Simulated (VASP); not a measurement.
# CdS in VASP: a PBE single point

Aim: gap, levels, forces and stress of wurtzite CdS, under -2.0 % strain along z alone at fixed geometry. Runs: PBE. The results are then set beside those of Ansatz 0.2.0 for the same cell.

The runs shown are made with VASP 6.6.1. PAW datasets, plane waves. Calculated at 0 K for a non-magnetic cell.

## (1) Starting point

The cell comes from an earlier relaxation with r2SCAN in another program, then strained, with the atoms relaxed again.

The symmetry is P6_3mc (No. 186, hexagonal); a = 4.165 Å, c = 6.631 Å in the conventional setting, 24.90 Å³ an atom. Near Cd stand 4 S at 2.53 Å; near S stand 4 Cd at 2.53 Å.

Coordinates:

```cif
data_structure
_symmetry_space_group_name_H-M 'P6_3mc'
_symmetry_Int_Tables_number 186
_cell_length_a 4.1646
_cell_length_b 4.1646
_cell_length_c 6.6307
_cell_angle_alpha 90.000
_cell_angle_beta 90.000
_cell_angle_gamma 120.000
_cell_volume 99.59
loop_
_atom_site_label
_atom_site_type_symbol
_atom_site_symmetry_multiplicity
_atom_site_Wyckoff_symbol
_atom_site_fract_x
_atom_site_fract_y
_atom_site_fract_z
_atom_site_occupancy
Cd1 Cd 2 b 0.33333 0.66667 0.99656 1
S1 S 2 b 0.33333 0.66667 0.37844 1
```

## (2) PBE at this geometry

Input file INCAR:

```
ENCUT = 520.000000
SIGMA = 0.020000
EDIFF = 1.00e-07
GGA = PE
PREC = Accurate
IBRION = -1
ISIF = 2
ISMEAR = -1
NBANDS = 26
NELM = 120
NSW = 0
LASPH = .TRUE.
LCHARG = .FALSE.
LWAVE = .FALSE.
LREAL = .FALSE.
```

Input file KPOINTS:

```
KPOINTS created by Atomic Simulation Environment
0
Gamma
12 12 4
0 0 0
```

Input file KPOINTS_OPT:

```
special points
6
Reciprocal
0.0000000000 0.0000000000 0.0000000000 1
0.5000000000 0.0000000000 0.0000000000 1
0.3333333333 0.3333333333 0.0000000000 1
0.0000000000 0.0000000000 0.5000000000 1
0.5000000000 0.0000000000 0.5000000000 1
0.3333333333 0.3333333333 0.5000000000 1
```

Input file POSCAR:

```
Cd S
 1.0000000000000000
     4.1646012827280252    0.0000000000288675    0.0000000000000000
    -2.0823006413890126    3.6066505074612953    0.0000000000000000
     0.0000000000000000    0.0000000000000000    6.6306902801999996
 Cd  S
   2   2
Cartesian
 -0.0000000000166665  2.4044336716504859 -0.0228351992851804
  2.0823006413556784  1.2022168358396770  3.2925099408148193
 -0.0000000000166665  2.4044336716504859  2.5093440543601804
  2.0823006413556784  1.2022168358396770  5.8246891944601789
```

Potentials: the recommended PBE PAW datasets, 36 valence electrons in the neutral cell.

On the command line:

```console
mpirun -np 1 vasp_std
```

Printed to the terminal (iteration lines stand in OSZICAR):

```text
POSCAR found type information on POSCAR CdS
 POSCAR found :  2 types and       4 ions
 LDA part: xc-table for (Slater+PW92), standard interpolation
 POSCAR, INCAR and KPOINTS ok, starting setup
 FFT: planning ... GRIDC
 FFT: planning ... GRID_SOFT
 FFT: planning ... GRID
 WAVECAR not read
 entering main loop
 Start KPOINTS_OPT (optional k-point list driver)
k-point batch [1-6\6]
```

OSZICAR:

```text
N       E                     dE             d eps       ncg     rms          rms(c)
DAV:   1     0.246948080424E+03    0.24695E+03   -0.17454E+04  2964   0.127E+03
DAV:   2     0.372592982944E+00   -0.24658E+03   -0.23757E+03  3196   0.318E+02
DAV:   3    -0.131967644200E+02   -0.13569E+02   -0.13489E+02  3570   0.749E+01
DAV:   4    -0.133333334815E+02   -0.13657E+00   -0.13645E+00  3342   0.730E+00
DAV:   5    -0.133354414023E+02   -0.21079E-02   -0.21078E-02  3536   0.909E-01    0.114E+01
DAV:   6    -0.122727119527E+02    0.10627E+01   -0.18933E+00  3924   0.143E+01    0.898E+00
DAV:   7    -0.122535943009E+02    0.19118E-01   -0.74679E-01  3092   0.460E+00    0.399E+00
DAV:   8    -0.122501986449E+02    0.33957E-02   -0.91006E-02  3194   0.300E+00    0.561E-01
DAV:   9    -0.122489843056E+02    0.12143E-02   -0.15065E-02  3260   0.154E+00    0.164E-01
DAV:  10    -0.122491622648E+02   -0.17796E-03   -0.12722E-03  3214   0.368E-01    0.115E-01
DAV:  11    -0.122493099057E+02   -0.14764E-03   -0.29004E-04  3292   0.119E-01    0.853E-02
DAV:  12    -0.122493126682E+02   -0.27625E-05   -0.15269E-04  3152   0.953E-02    0.159E-02
DAV:  13    -0.122493176349E+02   -0.49667E-05   -0.19106E-05  3380   0.266E-02    0.560E-03
DAV:  14    -0.122493182924E+02   -0.65746E-06   -0.25686E-06  3098   0.147E-02    0.681E-03
DAV:  15    -0.122493180677E+02    0.22466E-06   -0.51338E-07  3492   0.461E-03    0.318E-03
DAV:  16    -0.122493181163E+02   -0.48591E-07   -0.25626E-08  2060   0.855E-04
   1 F= -.12249318E+02 E0= -.12249318E+02  d E =-.343545E-11
       N       E                     dE             ncg
DAV:   1     0.467623153761E+04   -0.44142E+04      312
DAV:   2     0.317813423173E+04   -0.14981E+04      350
DAV:   3     0.310019170306E+04   -0.77943E+02      388
DAV:   4     0.309945047192E+04   -0.74123E+00      336
DAV:   5     0.309943879428E+04   -0.11678E-01      376
DAV:   6     0.309943852573E+04   -0.26855E-03      352
DAV:   7     0.309943851840E+04   -0.73238E-05      368
DAV:   8     0.309943851817E+04   -0.22802E-06      378
DAV:   9     0.309943851817E+04   -0.74888E-08      228
```

The lines after F= are the extra pass for the points of KPOINTS_OPT, at fixed density; their E is not a total energy.

Parts of OUTCAR:

```text
k-points           NKPTS =     57   k-points in BZ     NKDIM =     57   number of bands    NBANDS=     26

   NELECT =      36.0000    total number of electrons

   dimension x,y,z NGX =    32 NGY =   32 NGZ =   50
   dimension x,y,z NGXF=    64 NGYF=   64 NGZF=  100

  energy-cutoff  :      520.00
  volume of cell :       99.59
      direct lattice vectors                 reciprocal lattice vectors
     4.164601283  0.000000000  0.000000000     0.240119025  0.138632784  0.000000000
    -2.082300641  3.606650507  0.000000000    -0.000000000  0.277265568  0.000000000
     0.000000000  0.000000000  6.630690280     0.000000000  0.000000000  0.150813861

 k-points in reciprocal lattice and weights: KPOINTS created by Atomic Simulation Env
   0.00000000  0.00000000  0.00000000       0.002
   0.08333333  0.00000000  0.00000000       0.010
   0.16666667  0.00000000  0.00000000       0.010
   0.25000000  0.00000000  0.00000000       0.010
   0.33333333  0.00000000  0.00000000       0.010
   0.41666667  0.00000000  0.00000000       0.010
   0.50000000  0.00000000  0.00000000       0.005
   0.08333333  0.08333333  0.00000000       0.010
[... 49 more k-points ...]

 E-fermi :   1.6903

 k-point     1 :       0.0000    0.0000    0.0000
  band No.  band energies     occupation
      1     -11.0692      2.00000
      2     -10.6275      2.00000
      3      -6.4083      2.00000
      4      -6.4083      2.00000
      5      -6.3965      2.00000
      6      -6.3263      2.00000
      7      -6.3263      2.00000
      8      -5.9944      2.00000
      9      -5.9944      2.00000
     10      -5.8952      2.00000
     11      -5.8952      2.00000
     12      -5.5233      2.00000
     13      -3.0205      2.00000
     14       0.4777      2.00000
     15       0.4777      2.00000
     16       1.2550      2.00000
     17       1.2550      2.00000
     18       1.2732      2.00000
     19       2.5093      0.00000
     20       3.9182      0.00000
     21       7.6680      0.00000
     22       7.6680      0.00000
     23       8.2841      0.00000
     24       8.8031      0.00000
     25       8.8031      0.00000
     26       9.1333      0.00000

 k-point     2 :       0.0833    0.0000    0.0000
  band No.  band energies     occupation
      1     -11.0446      2.00000
      2     -10.6170      2.00000
      3      -6.4020      2.00000
      4      -6.3975      2.00000
      5      -6.3769      2.00000
      6      -6.3149      2.00000
      7      -6.3118      2.00000
      8      -5.9997      2.00000
      9      -5.9949      2.00000
     10      -5.9065      2.00000
     11      -5.8930      2.00000
     12      -5.5075      2.00000
     13      -2.9721      2.00000
     14       0.1778      2.00000
     15       0.3873      2.00000
     16       0.8077      2.00000
     17       1.2044      2.00000
     18       1.2216      2.00000
     19       2.9485      0.00000
     20       4.2101      0.00000
     21       7.4238      0.00000
     22       7.7860      0.00000
     23       8.3777      0.00000
     24       8.6422      0.00000
     25       8.9581      0.00000
     26       9.0379      0.00000

 k-point     3 :       0.1667    0.0000    0.0000
  band No.  band energies     occupation
      1     -10.9760      2.00000
      2     -10.5893      2.00000
      3      -6.3773      2.00000
      4      -6.3696      2.00000
      5      -6.3257      2.00000
      6      -6.2784      2.00000
      7      -6.2719      2.00000
      8      -6.0141      2.00000
      9      -5.9934      2.00000
     10      -5.9313      2.00000
     11      -5.8871      2.00000
     12      -5.4669      2.00000
     13      -2.8396      2.00000
     14      -0.4869      2.00000
     15       0.0604      2.00000
     16       0.1562      2.00000
     17       1.0636      2.00000
     18       1.0670      2.00000
     19       3.6612      0.00000
     20       4.7900      0.00000
     21       7.0125      0.00000
     22       8.0701      0.00000
     23       8.1316      0.00000
     24       8.7709      0.00000
     25       8.8689      0.00000
     26       9.3878      0.00000

 k-point     4 :       0.2500    0.0000    0.0000
  band No.  band energies     occupation
      1     -10.8785      2.00000
      2     -10.5549      2.00000
      3      -6.3473      2.00000
      4      -6.3360      2.00000
      5      -6.2465      2.00000
      6      -6.2169      2.00000
      7      -6.2054      2.00000
      8      -6.0316      2.00000
      9      -5.9834      2.00000
     10      -5.9526      2.00000
     11      -5.8793      2.00000
     12      -5.4143      2.00000
     13      -2.6758      2.00000
     14      -1.1813      2.00000
     15      -0.6790      2.00000
     16      -0.1324      2.00000
     17       0.8144      2.00000
     18       0.8702      2.00000
     19       4.3042      0.00000
     20       5.1597      0.00000
     21       6.8187      0.00000
     22       7.7236      0.00000
     23       8.3244      0.00000
     24       8.7958      0.00000
     25       9.2776      0.00000
     26       9.9459      0.00000

 k-point     5 :       0.3333    0.0000    0.0000
  band No.  band energies     occupation
      1     -10.7741      2.00000
      2     -10.5269      2.00000
      3      -6.3250      2.00000
      4      -6.3090      2.00000
      5      -6.1795      2.00000
      6      -6.1621      2.00000
      7      -6.0924      2.00000
      8      -6.0385      2.00000
      9      -5.9622      2.00000
     10      -5.9338      2.00000
     11      -5.8707      2.00000
     12      -5.3720      2.00000
     13      -2.6287      2.00000
     14      -1.6739      2.00000
     15      -1.2643      2.00000
     16      -0.3994      2.00000
     17       0.4915      2.00000
     18       0.6791      2.00000
     19       4.7522      0.00000
     20       5.1745      0.00000
     21       6.7336      0.00000
     22       7.5529      0.00000
     23       8.4039      0.00000
     24       9.1210      0.00000
     25       9.6289      0.00000
     26      10.2192      0.00000

 k-point     6 :       0.4167    0.0000    0.0000
  band No.  band energies     occupation
      1     -10.6890      2.00000
      2     -10.5150      2.00000
      3      -6.3137      2.00000
      4      -6.2941      2.00000
      5      -6.1296      2.00000
      6      -6.1231      2.00000
      7      -6.0747      2.00000
      8      -6.0253      2.00000
      9      -5.9385      2.00000
     10      -5.8631      2.00000
     11      -5.7722      2.00000
     12      -5.3898      2.00000
     13      -2.7660      2.00000
     14      -2.0497      2.00000
     15      -1.3928      2.00000
     16      -0.5851      2.00000
     17       0.1755      2.00000
     18       0.5413      2.00000
     19       4.9698      0.00000
     20       5.0983      0.00000
     21       6.5599      0.00000
     22       7.6892      0.00000
     23       8.3834      0.00000
     24       9.3628      0.00000
     25       9.8426      0.00000
     26      10.8771      0.00000

 k-point     7 :       0.5000    0.0000    0.0000
  band No.  band energies     occupation
      1     -10.6537      2.00000
      2     -10.5148      2.00000
      3      -6.3107      2.00000
      4      -6.2897      2.00000
      5      -6.1092      2.00000
      6      -6.0993      2.00000
      7      -6.0902      2.00000
      8      -6.0234      2.00000
      9      -5.9279      2.00000
     10      -5.8600      2.00000
     11      -5.6126      2.00000
     12      -5.4719      2.00000
     13      -2.8356      2.00000
     14      -2.2404      2.00000
     15      -1.3327      2.00000
     16      -0.6514      2.00000
     17       0.0269      2.00000
     18       0.4914      2.00000
     19       5.0296      0.00000
     20       5.0624      0.00000
     21       6.4774      0.00000
     22       7.8008      0.00000
     23       8.3658      0.00000
     24       9.4486      0.00000
     25       9.8341      0.00000
     26      11.3278      0.00000

 k-point     8 :       0.0833    0.0833    0.0000
  band No.  band energies     occupation
      1     -10.9980      2.00000
      2     -10.5979      2.00000
      3      -6.3847      2.00000
      4      -6.3787      2.00000
      5      -6.3423      2.00000
      6      -6.2939      2.00000
      7      -6.2820      2.00000
      8      -6.0082      2.00000
      9      -5.9959      2.00000
     10      -5.9241      2.00000
     11      -5.8890      2.00000
     12      -5.4795      2.00000
     13      -2.8814      2.00000
     14      -0.2554      2.00000
     15       0.0948      2.00000
     16       0.3695      2.00000
     17       1.0836      2.00000
     18       1.1206      2.00000
     19       3.4793      0.00000
     20       4.6541      0.00000
     21       7.1312      0.00000
     22       7.8474      0.00000
     23       8.4613      0.00000
     24       8.4976      0.00000
     25       8.9580      0.00000
     26       9.2733      0.00000

[... the tables of k-points 9 to 57 left out ...]

  Total        1.6500936      1.6500936      2.2576479     -0.0000000      0.0000000      0.0000000
  in kB       26.5450119     26.5450119     36.3187223     -0.0000000      0.0000000      0.0000000
  external PRESSURE =      29.8029153 kB  Pullay stress =       0.0000000 kB

 POSITION                                       TOTAL-FORCE (eV/Angst)
 -----------------------------------------------------------------------------------
     -0.00000      2.40443      6.60786        -0.000000      0.000000     -0.001501
      2.08230      1.20222      3.29251         0.000000      0.000000     -0.001501
     -0.00000      2.40443      2.50934        -0.000000      0.000000      0.001501
      2.08230      1.20222      5.82469         0.000000     -0.000000      0.001501
 -----------------------------------------------------------------------------------
    total drift:                               -0.000000     -0.000000      0.000455

  FREE ENERGIE OF THE ION-ELECTRON SYSTEM (eV)
  ---------------------------------------------------
  free  energy   TOTEN  =       -12.2493181163 eV

  energy  without entropy=      -12.2493181163  energy(sigma->0) =      -12.24931812
```

Hardware: 1 MPI rank of Intel Xeon Platinum 8488C, shared host.

The levels at the points of KPOINTS_OPT are read from vasprun.xml.

Levels at the named points, in eV from the top of band v (v: the last filled band by count, c: the next):

```tsv
point	v−1	v	c	c+1
Γ	-0.02	0.00	1.24	2.65
M	-1.25	-0.78	3.76	3.79
K	-1.81	-1.65	4.79	5.12
A	-0.42	-0.42	2.82	2.82
L	-1.24	-1.24	3.54	3.54
H	-1.03	-1.03	4.50	4.50
```

PBE gives a direct gap of 1.24 eV at Γ. The pressure is 2.98 GPa; the forces vanish within 0.01 eV/Å.

## (3) Results

```
level  gap (eV)  pressure (GPa)  Ansatz: gap (eV)  Ansatz: pressure (GPa)
  PBE      1.24            2.98              1.23                    2.62
```

**Reading.** The two programs agree on the gap within 0.01 eV. Datasets and cutoffs are each program's own. VASP's cell holds 36 valence electrons and Ansatz's 52.
